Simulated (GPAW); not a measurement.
# SnTe (Fm-3m) in GPAW: further runs

One crystal, SnTe, is run at these levels: PBE, vdW-DF2; tasks: wannier90.

All numbers are computed with GPAW 26.7.0; they aren't measurements. Logs are shortened: lines on timing, memory, paths and dates and some standing lists are left out, and cuts for length are marked. The log counts tension as positive stress, the text compression.

**What was measured.**

A printed reference work, textbook reports, for a bulk crystal of SnTe at 300 K: band gap 0.18 eV (direct).

How close the calculation comes is told below.

### Step 1. The structure

The structure is cubic, space group Fm-3m (No. 225). The conventional cell has a = 6.302 Å, b = 6.302 Å, c = 6.302 Å, α = 90.00°, β = 90.00°, γ = 90.00°. Around Te (site symmetry m-3m) lie 6 Sn at 3.15 Å. Sn (site symmetry m-3m) has 6 Te at 3.15 Å as nearest neighbours.

### Step 2. Wannier90, PBE

File run.py:

```python
import json
import numpy as np
import spglib
import subprocess
from ase import Atoms
from ase.dft.bandgap import bandgap
from ase.io import read, write
from ase.units import GPa
from gpaw import GPAW, PW
from gpaw.wannier.wannier90 import Wannier90

atoms = read('SnTe.cif')
cell, positions, numbers = spglib.find_primitive(
    (atoms.cell[:], atoms.get_scaled_positions(), atoms.numbers), symprec=1e-4)
atoms = Atoms(numbers, cell=cell, scaled_positions=positions, pbc=True)

calc = GPAW(mode=PW(600),
            xc='PBE',
            kpts={'size': (7, 7, 7), 'gamma': True},
            occupations={'name': 'fermi-dirac', 'width': 0.05},
            setups={'Te': '16'},
            nbands=-9,
            convergence={'density': 1e-05, 'energy': 1e-05},
            maxiter=150,
            txt='gpaw.txt')
atoms.calc = calc
energy = atoms.get_potential_energy()
forces = atoms.get_forces()
stress = atoms.get_stress()
calc.write('gs.gpw')
write('result.traj', atoms)
print(f'Energy: {energy:.6f} eV')
print('Forces (eV/A):')
print(forces.round(4))
print('Stress (GPa):', (stress / GPa).round(3))
print('Fermi level:', round(calc.get_fermi_level(), 4), 'eV')
print(f'Gap: {bandgap(calc)[0]:.4f} eV, direct: {bandgap(calc, direct=True)[0]:.4f} eV')

nwann = sum(2 * l + 1 for setup in calc.setups for n, l in zip(setup.n_j, setup.l_j) if n > 0)
nbands = nwann + 8
full = calc.fixed_density(kpts={'size': (6, 6, 6), 'gamma': True}, symmetry='off', nbands=nbands + 6,
                          convergence={'bands': nbands, 'eigenstates': 1e-7}, txt='full.txt')
frozen = min(2.0, full.eigenvalues()[0, :, nwann].min() - full.get_fermi_level() - 0.01)  # at most nwann bands inside
w90 = Wannier90(full, seed='w90', bands=range(nbands), spin=0)
w90.write_input(num_iter=0, dis_num_iter=500, dis_froz_max=frozen, search_shells=40)
subprocess.run(['wannier90.x', '-pp', 'w90'], check=True)
w90.write_projections()
w90.write_eigenvalues()
w90.write_overlaps()
subprocess.run(['wannier90.x', 'w90'], check=True)

words = open('w90_hr.dat').read().split('\n', 1)[1].split()
nr = int(words[1])
degeneracy = np.array(words[2:2 + nr], float)
hr = np.array(words[2 + nr:], float).reshape((nr, nwann, nwann, 7))
R, H = hr[:, 0, 0, :3], (hr[..., 5] + 1j * hr[..., 6]) / degeneracy[:, None, None]
path = atoms.cell.bandpath('GXWKGLUWLK,UX', npoints=40, eps=1e-4)
interp = np.array([np.linalg.eigvalsh(np.einsum('r,rji->ij', np.exp(2j * np.pi * R @ k), H)) for k in path.kpts])
exact = calc.fixed_density(kpts=path, symmetry='off', nbands=nwann + 6, convergence={'bands': nwann, 'eigenstates': 1e-7},
                           txt='bands.txt').band_structure().energies[0, :, :nwann]
print(f'Frozen window up to {frozen:.3f} eV over the Fermi level')
window = exact < calc.get_fermi_level() + frozen
miss = abs(interp - exact)[window]
print(f'{nwann} functions; bands in the frozen window, Wannier less DFT: mean {miss.mean():.4f} eV, largest {miss.max():.4f} eV')
json.dump({'interp': interp.tolist(), 'exact': exact.tolist(), 'kpts': path.kpts.tolist(), 'miss': [miss.mean(), miss.max()],
           'onsite': H[abs(R).sum(1).argmin()].diagonal().real.tolist()}, open('wannier.json', 'w'))
```

File SnTe.cif:

```cif
data_SnTe
_cell_length_a 6.30170000
_cell_length_b 6.30170000
_cell_length_c 6.30170000
_cell_angle_alpha 90.00000000
_cell_angle_beta 90.00000000
_cell_angle_gamma 90.00000000
_space_group_name_H-M_alt 'Fm-3m'
_space_group_name_Hall '-F 4 2 3'
_space_group_IT_number 225
loop_
_space_group_symop_operation_xyz
'x,y,z'
'-x,-y,-z'
'-y,x,z'
'y,-x,-z'
'-x,-y,z'
'x,y,-z'
'y,-x,z'
'-y,x,-z'
'x,-y,-z'
'-x,y,z'
'-y,-x,-z'
'y,x,z'
'-x,y,-z'
'x,-y,z'
'y,x,-z'
'-y,-x,z'
'z,x,y'
'-z,-x,-y'
'z,-y,x'
'-z,y,-x'
'z,-x,-y'
'-z,x,y'
'z,y,-x'
'-z,-y,x'
'-z,x,-y'
'z,-x,y'
'-z,-y,-x'
'z,y,x'
'-z,-x,y'
'z,x,-y'
'-z,y,x'
'z,-y,-x'
'y,z,x'
'-y,-z,-x'
'x,z,-y'
'-x,-z,y'
'-y,z,-x'
'y,-z,x'
'-x,z,y'
'x,-z,-y'
'-y,-z,x'
'y,z,-x'
'-x,-z,-y'
'x,z,y'
'y,-z,-x'
'-y,z,x'
'x,-z,y'
'-x,z,-y'
'x,y+1/2,z+1/2'
'-x,-y+1/2,-z+1/2'
'-y,x+1/2,z+1/2'
[... 62 lines left out ...]
'-z+1/2,-x,-y+1/2'
'z+1/2,-y,x+1/2'
'-z+1/2,y,-x+1/2'
'z+1/2,-x,-y+1/2'
'-z+1/2,x,y+1/2'
'z+1/2,y,-x+1/2'
'-z+1/2,-y,x+1/2'
'-z+1/2,x,-y+1/2'
'z+1/2,-x,y+1/2'
'-z+1/2,-y,-x+1/2'
'z+1/2,y,x+1/2'
'-z+1/2,-x,y+1/2'
'z+1/2,x,-y+1/2'
'-z+1/2,y,x+1/2'
'z+1/2,-y,-x+1/2'
'y+1/2,z,x+1/2'
'-y+1/2,-z,-x+1/2'
'x+1/2,z,-y+1/2'
'-x+1/2,-z,y+1/2'
'-y+1/2,z,-x+1/2'
'y+1/2,-z,x+1/2'
'-x+1/2,z,y+1/2'
'x+1/2,-z,-y+1/2'
'-y+1/2,-z,x+1/2'
'y+1/2,z,-x+1/2'
'-x+1/2,-z,-y+1/2'
'x+1/2,z,y+1/2'
'y+1/2,-z,-x+1/2'
'-y+1/2,z,x+1/2'
'x+1/2,-z,y+1/2'
'-x+1/2,z,-y+1/2'
'x+1/2,y+1/2,z'
'-x+1/2,-y+1/2,-z'
'-y+1/2,x+1/2,z'
'y+1/2,-x+1/2,-z'
'-x+1/2,-y+1/2,z'
'x+1/2,y+1/2,-z'
'y+1/2,-x+1/2,z'
'-y+1/2,x+1/2,-z'
'x+1/2,-y+1/2,-z'
'-x+1/2,y+1/2,z'
'-y+1/2,-x+1/2,-z'
'y+1/2,x+1/2,z'
'-x+1/2,y+1/2,-z'
'x+1/2,-y+1/2,z'
'y+1/2,x+1/2,-z'
'-y+1/2,-x+1/2,z'
'z+1/2,x+1/2,y'
'-z+1/2,-x+1/2,-y'
'z+1/2,-y+1/2,x'
'-z+1/2,y+1/2,-x'
'z+1/2,-x+1/2,-y'
'-z+1/2,x+1/2,y'
'z+1/2,y+1/2,-x'
'-z+1/2,-y+1/2,x'
'-z+1/2,x+1/2,-y'
'z+1/2,-x+1/2,y'
'-z+1/2,-y+1/2,-x'
'z+1/2,y+1/2,x'
'-z+1/2,-x+1/2,y'
'z+1/2,x+1/2,-y'
'-z+1/2,y+1/2,x'
'z+1/2,-y+1/2,-x'
'y+1/2,z+1/2,x'
'-y+1/2,-z+1/2,-x'
'x+1/2,z+1/2,-y'
'-x+1/2,-z+1/2,y'
'-y+1/2,z+1/2,-x'
'y+1/2,-z+1/2,x'
'-x+1/2,z+1/2,y'
'x+1/2,-z+1/2,-y'
'-y+1/2,-z+1/2,x'
'y+1/2,z+1/2,-x'
'-x+1/2,-z+1/2,-y'
'x+1/2,z+1/2,y'
'y+1/2,-z+1/2,-x'
'-y+1/2,z+1/2,x'
'x+1/2,-z+1/2,y'
'-x+1/2,z+1/2,-y'
loop_
_atom_site_label
_atom_site_type_symbol
_atom_site_symmetry_multiplicity
_atom_site_Wyckoff_symbol
_atom_site_fract_x
_atom_site_fract_y
_atom_site_fract_z
_atom_site_occupancy
Te1 Te 4 b 0.5000000000 0.0000000000 0.0000000000 1
Sn1 Sn 4 a 0.0000000000 0.0000000000 0.0000000000 1
```

Potentials or basis: GPAW PAW data sets (gpaw-data 1.2.1), other valence, pw.

The run is started by

```sh
$ OMP_NUM_THREADS=1 python run.py
```

gpaw.txt:

```text
__  _  _
 | _ |_)|_||  |
 |__||  | ||/\| - 26.7.0

Input parameters:
  mode=PW(ecut=600.0),
  convergence={'density': 1e-05, 'energy': 1e-05},
  kpts=MonkhorstPack(size=(7, 7, 7), gamma=True),
  maxiter=150,
  nbands=-9,
  occupations=Occupations(name='fermi-dirac', width=0.05),
  setups={'Te': '16'},
  xc=XC(name='PBE')

Diagonalizing LCAO Hamiltonian
Converting LCAO to pw mode

                 Te

       Sn

Atoms  # Å, Bohr magnetons
|   | symbol |        x |        y |        z |    initial magnetic moments |
|---|--------|----------|----------|----------|-----------------------------|
| 0 |     Te | 3.150850 | 3.150850 | 3.150850 | ( 0.0000,  0.0000,  0.0000) |
| 1 |     Sn | 0.000000 | 0.000000 | 0.000000 | ( 0.0000,  0.0000,  0.0000) |

Unit cell  # Å
| periodic |        x |        y |        z |  lengths |    angles |
|----------|----------|----------|----------|----------|-----------|
|      yes | 0.000000 | 3.150850 | 3.150850 | 4.455975 | 60.000000 |
|      yes | 3.150850 | 0.000000 | 3.150850 | 4.455975 | 60.000000 |
|      yes | 3.150850 | 3.150850 | 0.000000 | 4.455975 | 60.000000 |

Number of symmetries: 48
Symmetry operations  # r_c * U_cc + t_c -> r_c
|    | kind |            matrix            |
|----|------|------------------------------|
|  0 |  σ   |  1, 0, 0,  1, 0,-1,  1,-1, 0 |
|  1 |  C2  |  1, 0, 0,  1,-1, 0,  1, 0,-1 |
|  2 |  E   |  1, 0, 0,  0, 1, 0,  0, 0, 1 |
|  3 |  σ   |  1, 0, 0,  0, 0, 1,  0, 1, 0 |
|  4 |  C4  |  1, 0,-1,  1, 0, 0,  1,-1, 0 |
|  5 |  S6  |  1, 0,-1,  1,-1, 0,  1, 0, 0 |
|  6 |  σ   |  1, 0,-1,  0, 1,-1,  0, 0,-1 |
|  7 |  C3  |  1, 0,-1,  0, 0,-1,  0, 1,-1 |
|  8 |  S6  |  1,-1, 0,  1, 0, 0,  1, 0,-1 |
|  9 |  C4  |  1,-1, 0,  1, 0,-1,  1, 0, 0 |
| 10 |  C3  |  1,-1, 0,  0,-1, 1,  0,-1, 0 |
| 11 |  σ   |  1,-1, 0,  0,-1, 0,  0,-1, 1 |
| 12 |  σ   |  0, 1, 0,  1, 0, 0,  0, 0, 1 |
| 13 |  C4  |  0, 1, 0,  0, 1,-1, -1, 1, 0 |
| 14 |  C3  |  0, 1, 0,  0, 0, 1,  1, 0, 0 |
| 15 |  S6  |  0, 1, 0, -1, 1, 0,  0, 1,-1 |
| 16 |  C2  |  0, 1,-1,  1, 0,-1,  0, 0,-1 |
| 17 |  σ   |  0, 1,-1,  0, 1, 0, -1, 1, 0 |
| 18 |  S4  |  0, 1,-1,  0, 0,-1,  1, 0,-1 |
| 19 |  C4  |  0, 1,-1, -1, 1, 0,  0, 1, 0 |
| 20 |  C3  |  0, 0, 1,  1, 0, 0,  0, 1, 0 |
| 21 |  σ   |  0, 0, 1,  0, 1, 0,  1, 0, 0 |
| 22 |  S6  |  0, 0, 1,  0,-1, 1, -1, 0, 1 |
| 23 |  C4  |  0, 0, 1, -1, 0, 1,  0,-1, 1 |
| 24 |  S4  |  0, 0,-1,  1, 0,-1,  0, 1,-1 |
| 25 |  C3  |  0, 0,-1,  0, 1,-1,  1, 0,-1 |
| 26 |  C2  |  0, 0,-1,  0,-1, 0, -1, 0, 0 |
| 27 |  S6  |  0, 0,-1, -1, 0, 0,  0,-1, 0 |
| 28 |  S4  |  0,-1, 1,  1,-1, 0,  0,-1, 0 |
| 29 |  C4  |  0,-1, 1,  0, 0, 1, -1, 0, 1 |
| 30 |  C2  |  0,-1, 1,  0,-1, 0,  1,-1, 0 |
| 31 |  σ   |  0,-1, 1, -1, 0, 1,  0, 0, 1 |
| 32 |  C3  |  0,-1, 0,  1,-1, 0,  0,-1, 1 |
| 33 |  S6  |  0,-1, 0,  0, 0,-1, -1, 0, 0 |
| 34 |  S4  |  0,-1, 0,  0,-1, 1,  1,-1, 0 |
| 35 |  C2  |  0,-1, 0, -1, 0, 0,  0, 0,-1 |
| 36 |  C2  | -1, 1, 0,  0, 1, 0,  0, 1,-1 |
| 37 |  S6  | -1, 1, 0,  0, 1,-1,  0, 1, 0 |
| 38 |  S4  | -1, 1, 0, -1, 0, 1, -1, 0, 0 |
| 39 |  C3  | -1, 1, 0, -1, 0, 0, -1, 0, 1 |
| 40 |  S6  | -1, 0, 1,  0, 0, 1,  0,-1, 1 |
| 41 |  C2  | -1, 0, 1,  0,-1, 1,  0, 0, 1 |
| 42 |  C3  | -1, 0, 1, -1, 1, 0, -1, 0, 0 |
| 43 |  S4  | -1, 0, 1, -1, 0, 0, -1, 1, 0 |
| 44 |  C2  | -1, 0, 0,  0, 0,-1,  0,-1, 0 |
| 45 |  i   | -1, 0, 0,  0,-1, 0,  0, 0,-1 |
| 46 |  σ   | -1, 0, 0, -1, 1, 0, -1, 0, 1 |
| 47 |  C2  | -1, 0, 0, -1, 0, 1, -1, 1, 0 |

[... 67 lines left out ...]
    |    p |        |      21.256 |    1.164 |
    |    d |        |     -14.449 |    1.164 |

    Using partial waves for Te as LCAO basis

  Sn:
    name:    Tin
    Z:       50.0
    valence: 14
    core:    36
    charge:  0.0  # [|e|]
    compensation charges:
      type: gauss
      rc: 0.38  # [Å]
      lmax: 2
    cutoffs:
      filter: 2.23  # [Å]
      core: 2.35  # [Å]
    projectors
    | kind |    occ | energy [eV] | rcut [Å] |
    |------|--------|-------------|----------|
    |   5s |  2.000 |     -10.538 |    1.201 |
    |   5p |  2.000 |      -3.696 |    1.270 |
    |   4d | 10.000 |     -25.845 |    1.185 |
    |    s |        |      16.674 |    1.201 |
    |    p |        |      23.515 |    1.270 |
    |    d |        |       1.367 |    1.185 |

    Using partial waves for Sn as LCAO basis

Reference energy: -352801.376744  # eV

eigensolver:
  PPCG
  Converge bands: occupied
  niter=2

density mixing:
  MSR1-Mixer
  Pratt-step length: 0.05
  Maximum mixing coefficient: 0.75
  Old densities: 10
  SVD Regularization: 0.005
  Good broyden scale: 1.0
  Trust region scale: 1.0
  Backstep threshold: 4.0
  History deletion threshold: 6.0
  Fourier metric: weight=20.0, sigma=0.015

occupation numbers:
  Fermi-Dirac:
    width: 0.0500  # eV

poisson solver:
  ecut: 4800.0  # eV

xc functional:
  name: PBE with 2 nearest neighbor stencil

convergence criteria:
- Maximum integral of absolute [dens]ity change: 1e-05 electrons / valence electron
- Maximum [total energy] change in last 3 cyles: 1e-05 eV / valence electron
- Maximum integral of absolute [eigenst]ate change: 4e-08 eV^2 / valence electron
maximum number of iterations: 150

SCF iterations
|iter     | |      energy | eigst |  dens |
|---------|-|-------------|-------|-------|
|iter:   1| |   -7.809231 | -0.34 |       |
|iter:   2| |   -7.802422 | -2.65 | -1.66 |
|iter:   3| |   -7.775080 | -2.87 | -1.69 |
|iter:   4| |   -7.776528 | -4.17 | -2.28 |
|iter:   5| |   -7.776745 | -4.80 | -2.83 |
|iter:   6| |   -7.776757c| -6.06 | -3.48 |
|iter:   7| |   -7.776758c| -7.30 | -4.25 |
|iter:   8| |   -7.776758c| -8.05c| -4.74 |
|iter:   9| |   -7.776758c| -8.59c| -5.79c|

Converged in 9 steps
Energy contributions relative to reference atoms: (reference = -352801.376744)

Energy contributions:
  Kinetic:          11.350744
  Coulomb:         -11.474483
  Zero:              0.023720
  External:          0.000000
  Xc:               -7.676688
  Entropy:          -0.000103
  Spinorbit:         0.000000
  ----------------------------
  Free energy:      -7.776810
  Extrapolated:     -7.776758

dipole moment: (-21.368912, -21.368912, -21.368912)  # |e|*Ang

Fermi level: 6.502
Eigenvalues  # (at kpt = [0.000, 0.000, 0.000])
| band index |      eig [eV] | occ [0-2] |
|------------|---------------|-----------|
|          0 |       -30.630 |     2.000 |
|        ... |               |           |
|          7 |       -15.427 |     2.000 |
|          8 |       -15.427 |     2.000 |
|          9 |       -15.427 |     2.000 |
|         10 |        -6.333 |     2.000 |
|         11 |         1.804 |     2.000 |
|         12 |         4.313 |     2.000 |
[... 9 lines left out ...]
|         22 |        13.054 |     0.000 |
|         23 |        13.410 |     0.000 |

Gap: 0.649 eV
Transition (v -> c):
  (s=0, k=19, n=14, [0.43, 0.43, 0.43]) -> (s=0, k=19, n=15, [0.43, 0.43, 0.43])
No difference between direct/indirect transitions

Forces  # eV/Ang
|        x |        y |        z |
|----------|----------|----------|
|  0.00000 | -0.00000 | -0.00000 |  # Te   0
| -0.00000 |  0.00000 | -0.00000 |  # Sn   1

Stress tensor  # eV/Ang^3
|         x |         y |         z |
|-----------|-----------|-----------|
| -0.004765 |  0.000000 |  0.000000 |
|  0.000000 | -0.004765 | -0.000000 |
|  0.000000 | -0.000000 | -0.004765 |

# Writing to gs.gpw (mode='')
```

It took 3.4 min on 1 thread of Intel Xeon 6975P-C (Granite Rapids), shared host; peak memory 2.2 GiB.

Results:

```yaml
Free_energy: -7.7768 eV
Pressure: 0.8 GPa
Band_gap_along_the_path: 0.16 eV, direct
Total_Wannier_spread: 21.41 Å² over 18 functions
```

Levels at the corners of the path, in eV from the Fermi level:
```csv
point,band 11,band 12,band 13,band 14,band 15,band 16,band 17,band 18
Γ,-12.83,-4.70,-2.19,-2.19,-2.19,3.35,3.35,3.35
X,-11.25,-6.51,-5.62,-3.79,-3.79,2.01,4.91,4.91
W,-11.17,-7.40,-4.87,-4.87,-0.87,0.76,4.47,4.47
K,-11.22,-7.46,-5.22,-3.30,-2.77,2.91,2.98,4.12
Γ,-12.83,-4.70,-2.19,-2.19,-2.19,3.35,3.35,3.35
L,-11.56,-8.36,-1.85,-1.85,-0.07,0.09,0.23,0.23
U,-11.22,-7.46,-5.22,-3.30,-2.77,2.91,2.98,4.12
W,-11.17,-7.40,-4.87,-4.87,-0.87,0.76,4.47,4.47
L,-11.56,-8.36,-1.85,-1.85,-0.07,0.09,0.23,0.23
K,-11.22,-7.46,-5.22,-3.30,-2.77,2.91,2.98,4.12
U,-11.22,-7.46,-5.22,-3.30,-2.77,2.91,2.98,4.12
X,-11.25,-6.51,-5.62,-3.79,-3.79,2.01,4.91,4.91
```

Wannier centres (Å) and spreads (Å²):
| function | x | y | z | spread |
| --- | --- | --- | --- | --- |
| 1 | 3.151 | 3.151 | 3.151 | 1.577 |
| 2 | 3.151 | 3.151 | 3.151 | 2.294 |
| 3 | 3.151 | 3.151 | 3.151 | 2.294 |
| 4 | 3.151 | 3.151 | 3.151 | 2.294 |
| 5 | 3.151 | 3.151 | 3.151 | 0.132 |
| 6 | 3.151 | 3.151 | 3.151 | 0.132 |
| 7 | 3.151 | 3.151 | 3.151 | 0.197 |
| 8 | 3.151 | 3.151 | 3.151 | 0.132 |
| 9 | 3.151 | 3.151 | 3.151 | 0.197 |
| 10 | 0.000 | 0.000 | 0.000 | 1.942 |
| 11 | 0.000 | 0.000 | 0.000 | 3.082 |
| 12 | 0.000 | 0.000 | 0.000 | 3.082 |
| 13 | 0.000 | 0.000 | 0.000 | 3.082 |
| 14 | 0.000 | 0.000 | 0.000 | 0.188 |
| 15 | 0.000 | 0.000 | 0.000 | 0.188 |
| 16 | 0.000 | 0.000 | 0.000 | 0.203 |
| 17 | 0.000 | 0.000 | 0.000 | 0.188 |
| 18 | 0.000 | 0.000 | 0.000 | 0.203 |

Caveat: this odd mesh misses L, where the gap lies, so gap, dielectric constants and Born charges aren't listed; spin-orbit coupling is left out, which moves the levels of the heavy elements.

[end of part 1 of 2]
